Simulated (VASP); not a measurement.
Here is a VASP 6.6.1 calculation.

File INCAR:

```
ALGO = Normal
EDIFF = 1E-6
EDIFFG = -0.01
ENCUT = 600
GGA = CA
IBRION = 2
ISIF = 3
ISMEAR = 1
KPAR = 2
LASPH = T
LCHARG = F
LREAL = F
LWAVE = F
NELM = 80
NSW = 90
PREC = Accurate
SIGMA = 0.1
```

The input KPOINTS:

```
k-points
0
Gamma
  15 15 9
```

File POSCAR:

```
Ru
1.0
    2.7058000000      0.0000000000      0.0000000000
   -1.3529000000      2.3432915376      0.0000000000
    0.0000000000      0.0000000000      4.2819000000
Ru
2
Direct
    0.3333333333      0.6666666667      0.2500000000
    0.6666666667      0.3333333333      0.7500000000
```

Potentials or basis: VASP PAW LDA potentials, release 64 (Ru_pv).

Run with:

```console
$ cat potpaw_LDA.64/Ru_pv/POTCAR > POTCAR
$ mpirun -np 2 vasp_std > vasp.out
```

(1) Estimate the space group after relaxing (to 0.05 Å).

(2) What does it give for the band gap on the k mesh?

(3) Predict the relaxed volume.

(4) What does it give for the relaxed cell?

## Answers

(1) P6_3/mmc (No. 194).

(2) none (metal or under the smearing width).

(3) 13.12 Å³/atom.

(4) a = 2.675 Å, b = 2.675 Å, c = 4.234 Å, α = 90.00°, β = 90.00°, γ = 120.00°.
